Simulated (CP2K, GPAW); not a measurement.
The bulk modulus of ZnS, sorted by core time

```cif
data_structure
_symmetry_space_group_name_H-M 'P 1'
_symmetry_Int_Tables_number 1
_cell_length_a 3.8212
_cell_length_b 3.8212
_cell_length_c 3.8212
_cell_angle_alpha 60.000
_cell_angle_beta 60.000
_cell_angle_gamma 60.000
_cell_volume 39.45
loop_
_atom_site_label
_atom_site_type_symbol
_atom_site_fract_x
_atom_site_fract_y
_atom_site_fract_z
_atom_site_occupancy
Zn1 Zn 0.75000 0.75000 0.75000 1
S1 S 0.00000 0.00000 0.00000 1
```

```tsv
rung	level	program and potentials	cutoff (eV)	k mesh	smearing	core time	chip	bulk modulus (GPa)	notes
GGA	PBEsol	GPAW, PAW data sets generated for this functional	600	9 × 9 × 9	fermi-dirac 0.05	56 s	AMD EPYC 9R45 Zen 5	79.0	-
GGA + dispersion	RPBE+D3(zero damping)	GPAW, the program's PAW data sets (release 1.2.1) made for this functional	600	7 × 7 × 7	fermi-dirac 0.05	66 s	Arm Neoverse V2	73.0	-
GGA	PBE	GPAW, PAW data sets generated for this functional	600	7 × 7 × 7	fermi-dirac 0.05	69 s	Arm Neoverse V2	70.0	-
GGA + dispersion	revPBE+D4	GPAW, the program's PAW data sets (release 1.2.1) made for this functional	600	7 × 7 × 7	fermi-dirac 0.05	70 s	Arm Neoverse V2	76.8	-
non-local van der Waals functional	BEEF-vdW	GPAW, GPAW PAW data sets (gpaw-data 1.2.1)	600	7 × 7 × 7	fermi-dirac 0.05	72 s	Arm Neoverse V2	66.5	potentials made for PBE
GGA	AM05	GPAW, PAW data sets generated for this functional	600	7 × 7 × 7	fermi-dirac 0.05	74 s	Arm Neoverse V2	76.0	-
GGA + dispersion	PBE+D3(zero damping)	GPAW, GPAW PAW data sets (gpaw-data 1.2.1)	600	7 × 7 × 7	fermi-dirac 0.05	91 s	Arm Neoverse V1	79.4	-
non-local van der Waals functional	vdW-DF-cx	GPAW, GPAW PAW data sets (gpaw-data 1.2.1)	600	7 × 7 × 7	fermi-dirac 0.05	92 s	Arm Neoverse V1	72.6	potentials made for PBE
meta-GGA + dispersion	SCAN+D3(zero damping)	CP2K, POTENTIAL_UZH Zn GTH-SCAN-q12, S GTH-SCAN-q6; TZVP-MOLOPT-SCAN-GTH basis	-	9 × 9 × 9	fermi-dirac 0.05	11 min	Arm Neoverse V2	85.2	atomic basis
meta-GGA + dispersion	SCAN+D4	CP2K, POTENTIAL_UZH Zn GTH-SCAN-q12, S GTH-SCAN-q6; TZVP-MOLOPT-SCAN-GTH basis	-	9 × 9 × 9	fermi-dirac 0.026	13 min	Arm Neoverse V1	86.2	atomic basis
```

Times are single runs on shared hosts and different chips, so they are rough; meshes, cutoffs and the tasks' sizes weigh on the time. Task: equation of state. All rows: no spin polarisation. Smearing widths are in eV. The cell comes from a database and isn't always the measured one. Meshes differ between rows, which moves values too. Meshes are those of the run's cell of 2 atoms unless a note names another. Runs on faulty files, with rough fits or with known faults for this quantity aren't shown. No row holds spin-orbit coupling.

By rung: GGA 70.0 to 79.0; GGA + dispersion 73.0 to 79.4; non-local van der Waals functional 66.5 to 72.6; meta-GGA + dispersion in atomic bases 85.2 to 86.2 (GPa).
